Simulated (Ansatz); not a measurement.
# Nudged elastic band run: Li$_{16}$H

Input:

```yaml
crystal:
  lattice:
    - [6.98, 0.0, 0.0]
    - [0.0, 6.98, 0.0]
    - [0.0, 0.0, 6.98]
  atoms:
    - { symbol: Li, position: [-0.00334963, 0.02205268, 0.00010324] }
    - { symbol: Li, position: [0.5197793, -0.01739041, 0.00060512] }
    - { symbol: Li, position: [-0.00372413, 0.4758112, 0.00027998] }
    - { symbol: Li, position: [0.00697781, 0.00715793, 0.49976441] }
    - { symbol: Li, position: [0.25386288, 0.24965807, 0.22916849] }
    - { symbol: Li, position: [0.51946679, 0.51412977, 0.00060439] }
    - { symbol: Li, position: [0.48565375, -0.01248175, 0.50019002] }
    - { symbol: Li, position: [0.72977986, 0.24877713, 0.26714398] }
    - { symbol: Li, position: [0.00676688, 0.49102008, 0.49982933] }
    - { symbol: Li, position: [0.24236873, 0.75034985, 0.24216634] }
    - { symbol: Li, position: [0.25401396, 0.24948112, 0.77196322] }
    - { symbol: Li, position: [0.48694995, 0.51105616, 0.50021704] }
    - { symbol: Li, position: [0.764426, 0.74959444, 0.26074634] }
    - { symbol: Li, position: [0.72993431, 0.24876497, 0.73451856] }
    - { symbol: Li, position: [0.24246294, 0.75028761, 0.75876034] }
    - { symbol: Li, position: [0.76376868, 0.74957096, 0.73994135] }
    - { symbol: H, position: [0.12648443, 0.25054201, -0.00018565] }
basis:
  ecutwfc: 420.0
kpoints:
  mp_grid: { grid: [3, 3, 3] }
hamiltonian:
  xc: pbe
scf:
  occupations: { method: gaussian, width: 0.1 }
  lower_state_search: "off"
  max_iter: 97
neb:
  images: 2
  f_tol: 0.05
  max_iterations: 50
  order_check: false
  final_atoms:
    - { symbol: Li, position: [0.02272081, -0.00423073, 0.00010558] }
    - { symbol: Li, position: [0.475715, -0.00380354, 9.315e-05] }
    - { symbol: Li, position: [-0.01782363, 0.52007547, -0.00011488] }
    - { symbol: Li, position: [0.0079682, 0.0075691, 0.50011026] }
    - { symbol: Li, position: [0.25030729, 0.25424853, 0.22768745] }
    - { symbol: Li, position: [0.51632407, 0.52030114, -0.00010778] }
    - { symbol: Li, position: [0.4913049, 0.00717746, 0.50009644] }
    - { symbol: Li, position: [0.75030186, 0.24209878, 0.24127002] }
    - { symbol: Li, position: [-0.01287755, 0.48538732, 0.49999812] }
    - { symbol: Li, position: [0.24959551, 0.7294302, 0.26744214] }
    - { symbol: Li, position: [0.25031774, 0.25440632, 0.7718507] }
    - { symbol: Li, position: [0.51213404, 0.4860566, 0.49999986] }
    - { symbol: Li, position: [0.75000336, 0.76452471, 0.26113] }
    - { symbol: Li, position: [0.75031049, 0.241999, 0.75851593] }
    - { symbol: Li, position: [0.24959206, 0.72949523, 0.73212563] }
    - { symbol: Li, position: [0.74999642, 0.76472067, 0.73867475] }
    - { symbol: H, position: [0.24909172, 0.12643593, -0.00030736] }
```

Command:

```bash
$ ansatz run input.yaml --threads 2 --pin off --max-ram 5120MiB --backend cpu --events-out ev --progress --plain --runs-dir out
```

Output, in part (warnings, iteration lines):

```
NEB end point (image 0): max|allowed force component| = 2.573e-2 eV/Å (the criterion of neb.relax_end_points is 1.000e-2)
NEB end point (image 3): max|allowed force component| = 1.072e-2 eV/Å (the criterion of neb.relax_end_points is 1.000e-2)
NEB iter   1: max|band force component| = 2.138e-1 eV/Å  barrier→ = 0.1123 eV  barrier← = 0.1127 eV  CI = image 2  Δτ_max = 0.1946 Å  (25 SCF iters)
NEB iter   2: max|band force component| = 1.967e-1 eV/Å  barrier→ = 0.0919 eV  barrier← = 0.0923 eV  CI = image 2  Δτ_max = 0.1157 Å  (12 SCF iters)
NEB iter   3: max|band force component| = 1.077e-1 eV/Å  barrier→ = 0.0580 eV  barrier← = 0.0584 eV  CI = image 2  Δτ_max = 0.1993 Å  (11 SCF iters)
NEB iter   4: max|band force component| = 9.909e-1 eV/Å  barrier→ = 0.0366 eV  barrier← = 0.0370 eV  CI = image 1  Δτ_max = 0.0995 Å  (12 SCF iters)
NEB iter   5: max|band force component| = 9.660e-1 eV/Å  barrier→ = 0.0110 eV  barrier← = 0.0113 eV  CI = image 2  Δτ_max = 0.1143 Å  (12 SCF iters)
NEB iter   6: max|band force component| = 4.058e-1 eV/Å  barrier→ = 0.0049 eV  barrier← = 0.0053 eV  CI = image 1  Δτ_max = 0.0812 Å  (12 SCF iters)
NEB iter   7: max|band force component| = 2.615e-2 eV/Å  barrier→ = 0.0031 eV  barrier← = 0.0035 eV  CI = image 1  Δτ_max = 0.0000 Å  (10 SCF iters)
```

The forces met the threshold. The top lies less than 8 meV above the higher end, about what the thresholds resolve: the motion is nearly free. The order of the stationary point at the top wasn't checked. So few images can step over the top or miss a turn of the path. Limits of this set-up: coarse k mesh, odd electron count without spin, a small cell, in which the defect meets its images.

Final band (atoms are numbered from 1 in the order of the input):

```tsv
image	path coordinate (Å)	energy (eV)	Li3–H17 (Å)	Li2–H17 (Å)
0	0.00	0.000	1.82	3.32
1	0.57	0.003	1.90	2.84
2	1.38	-0.001	2.64	1.96
3	2.19	0.000	3.32	1.82
```

Run time: 2.1 min on 2 threads of Arm Neoverse V1, on a shared host, peak memory 0.84 GiB.
